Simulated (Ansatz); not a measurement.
**InSb: how the energy converges with the cutoff**

InSb, Pmmn, a = 5.920 Å, b = 5.938 Å, c = 3.222 Å. This isn't the usual stable structure of the compound. Ansatz: PBE, PAW, cutoff varied, Γ-centred 8×8×14 mesh on 4 atoms, Gaussian smearing 0.10 eV; no spin polarisation. Single points at one geometry, the cutoff alone changed; ΔE is the energy at zero smearing over the run at 850 eV (runs within 0.3 meV/atom of it are left out). The runs up to 380 eV lie under the cutoff recommended for these PAW datasets.

```
cutoff (eV)  ΔE (meV/atom)
        150              ?
        200        9180.80
        250        1022.81
        300          80.80
        350           4.73
        380           2.31
        420           1.50
        460           0.62
```

Q: Assume ΔE falls exponentially with the cutoff, fit y = ln ΔE against x, the cutoff in eV, to the other rows, and predict the missing value.

A: y = 9.125, 6.930, 4.392, 1.554, 0.837, 0.405, -0.478. Means x = 337.1, y = 3.2521; Σ(Δx)² = 51743, ΣΔxΔy = -1988; the slope is their ratio. y = 16.20 − 0.03842 x, a factor of ten per 60 eV. At 150 eV this gives ΔE = 34098.20 meV/atom. The run gave 66573.38, a ratio of 0.51. Between neighbouring rows the decay runs from a factor of ten per 41 eV to one per 213 eV, so one exponential is only a rough guide.